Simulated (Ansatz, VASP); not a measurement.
## SnO (Romarchite): VASP beside Ansatz

The input POSCAR:

```
SnO
1.0
    3.7926488416      0.0000000000      0.0000000000
    0.0000000000      3.7926488416      0.0000000000
    0.0000000000      0.0000000000      4.7582137882
Sn O
2 2
Direct
    0.5000000000      0.0000000000      0.2410340873
    0.0000000000      0.5000000000      0.7589659127
    0.0000000000      0.0000000000      0.0000000000
    0.5000000000      0.5000000000      0.0000000000
```

The input INCAR.step1:

```
SYSTEM = SnO
PREC     = Accurate       ! precision mode
ENCUT    = 520            ! plane-wave cutoff, eV
ISMEAR   = -1             ! smearing method
SIGMA    = 0.02           ! smearing width, eV
LREAL    = .False.        ! projectors in reciprocal space
LASPH    = .True.         ! aspherical terms in the spheres
NELM     = 100            ! most SCF steps
NBANDS   = 28             ! bands
GGA      = PE             ! functional
ALGO     = Normal         ! electronic algorithm
EDIFF    = 1E-4           ! SCF threshold, eV
LWAVE    = .True.         ! write WAVECAR
LCHARG   = .False.        ! write CHGCAR
```

Contents of INCAR.step2:

```
SYSTEM = SnO
PREC     = Accurate       ! precision mode
ENCUT    = 520            ! plane-wave cutoff, eV
EDIFF    = 1E-7           ! SCF threshold, eV
ISMEAR   = -1             ! smearing method
SIGMA    = 0.02           ! smearing width, eV
LREAL    = .False.        ! projectors in reciprocal space
LASPH    = .True.         ! aspherical terms in the spheres
NELM     = 100            ! most SCF steps
ALGO     = Normal         ! electronic algorithm
ISIF     = 2              ! what is computed and relaxed
LWAVE    = .False.        ! write WAVECAR
LCHARG   = .False.        ! write CHGCAR
METAGGA  = R2SCAN         ! meta-GGA
LMIXTAU  = .True.       
NBANDS   = 28             ! bands
ISTART   = 1
```

File KPOINTS:

```
regular mesh
0
Gamma
  6 6 6
  0 0 0
```

Input for Ansatz:

```yaml
crystal:
  lattice:
    - [3.7926488416, 0.0, 0.0]
    - [0.0, 3.7926488416, 0.0]
    - [0.0, 0.0, 4.7582137882]
  atoms:
    - { symbol: Sn, position: [0.5, 0.0, 0.2410340873] }
    - { symbol: Sn, position: [0.0, 0.5, 0.7589659127] }
    - { symbol: O, position: [0.0, 0.0, 0.0] }
    - { symbol: O, position: [0.5, 0.5, 0.0] }
kpoints:
  mp_grid: { grid: [6, 6, 6] }
  band_path:
    path:
      - [0.0, 0.0, 0.0]
      - [0.0, 0.5, 0.0]
      - [0.5, 0.5, 0.0]
      - [0.0, 0.0, 0.5]
      - [0.0, 0.5, 0.5]
      - [0.5, 0.5, 0.5]
      - [-0.057292, -0.057292, 0.0]
    npoints: 1
hamiltonian:
  xc: r2scan
scf:
  occupations: { method: fermi_dirac, width: 0.02 }
  n_extra_bands: 5
output:
  forces: true
  stress: true
  eigenvalues: true
```

Alike in both runs: task single point; functional r2SCAN; k mesh 6 × 6 × 6; occupations fermi-dirac, width 0.02 eV; no spin polarisation.

|  | VASP | Ansatz |
| --- | --- | --- |
| version | VASP 6.6.1 | Ansatz 0.2.0 |
| potentials or method | VASP PAW PBE potentials, release 64 (Sn_d, O) | plane waves, PAW |
| plane-wave cutoff (eV) | 520 | 500 |
| valence electrons in the cell | 40 | 40 |

Ansatz gave:

| Quantity | Value |
| --- | --- |
| pressure (GPa) | 1.2 |
| rms of the force components (eV/Å) | 0.011 |

Question: What did VASP give for the same quantities?

Answer: Pressure (GPa): 1.8; rms of the force components (eV/Å): 0.049.

Atom by atom the forces differ by 0.059 eV/Å (rms over components).

Caveats: the PAW data sets were made with another functional, which shifts forces and pressure a little (VASP); spin-orbit coupling is left out, which moves the levels of the heavy elements.
